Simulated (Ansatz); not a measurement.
Crystal: BaTiO3.

```xyz
10
Lattice="-2.8277 -1.6326 -2.3177 2.8277 -4.8977 0.0000 -2.8277 -1.6326 4.6355" Properties=species:S:1:pos:R:3 pbc="T T T"
Ba    0.0173   -6.4883    4.4750
Ba   -2.8449   -4.9396    0.1605
Ti   -0.0507   -6.4912    1.1667
Ti    0.0507   -3.3041   -0.9720
O    -2.9184   -3.1975    2.1689
O     0.0907   -4.8993   -0.0148
O    -1.2876   -5.6890    2.2893
O    -1.4829   -2.5067   -0.1352
O    -4.0760   -2.5422   -0.0739
O     1.1912   -2.3885   -0.0897
```

- Program: Ansatz 0.2.0
- Task: relaxation of cell and atoms
- Functional: r2SCAN
- Dispersion: rVV10
- Potentials or basis: Ansatz PAW
- Cutoff: 500 eV (not typed: the program's choice for these potentials)
- k mesh: 7 × 5 × 5
- Occupations: fermi-dirac, width 0.05 eV
- Spin: no spin polarisation

At the start: volume 12.84 Å³/atom.

Question: How do energy, volume and symmetry change on relaxing?

Answer: It ends after 9 steps; space group R3m (No. 160, to 0.05 Å).

The path:
| step | energy change (eV) | largest force (eV/Å) | volume (Å³) |
| --- | --- | --- | --- |
| 1 | 0.0000 | 3.2978 | 128.39 |
| 2 | -0.7098 | 1.7937 | 129.93 |
| 3 | -1.0002 | 0.1456 | 127.74 |
| 4 | -1.0046 | 0.0802 | 128.01 |
| 5 | -1.0069 | 0.0823 | 128.00 |
| 6 | -1.0095 | 0.0914 | 128.66 |
| 7 | -1.0108 | 0.0140 | 128.68 |
| 8 | -1.0111 | 0.0041 | 128.41 |
| 9 | -1.0111 | 0.0041 | 128.41 |

Final structure:
```cif
data_structure
_symmetry_space_group_name_H-M 'P 1'
_symmetry_Int_Tables_number 1
_cell_length_a 4.0037
_cell_length_b 5.6557
_cell_length_c 5.6711
_cell_angle_alpha 90.001
_cell_angle_beta 90.217
_cell_angle_gamma 90.000
_cell_volume 128.41
loop_
_atom_site_label
_atom_site_type_symbol
_atom_site_fract_x
_atom_site_fract_y
_atom_site_fract_z
_atom_site_occupancy
Ba1 Ba 0.99844 0.00001 0.00166 1
Ba2 Ba 0.99845 0.49999 0.50167 1
Ti1 Ti 0.48631 0.99999 0.51384 1
Ti2 Ti 0.48637 0.50000 0.01385 1
O1 O 0.50956 0.24605 0.73642 1
O2 O 0.50956 0.74606 0.23642 1
O3 O 0.50956 0.75394 0.73642 1
O4 O 0.50956 0.25396 0.23642 1
O5 O 0.01739 0.00000 0.49034 1
O6 O 0.01739 0.50000 0.99034 1
```

Caveat: the plane-wave basis is chosen anew once the cell has moved, so the energies of steps on either side of that aren't comparable; the PAW data sets come from PBE, with cores solved anew for the run's functional, which leaves a small shift of forces and pressure.
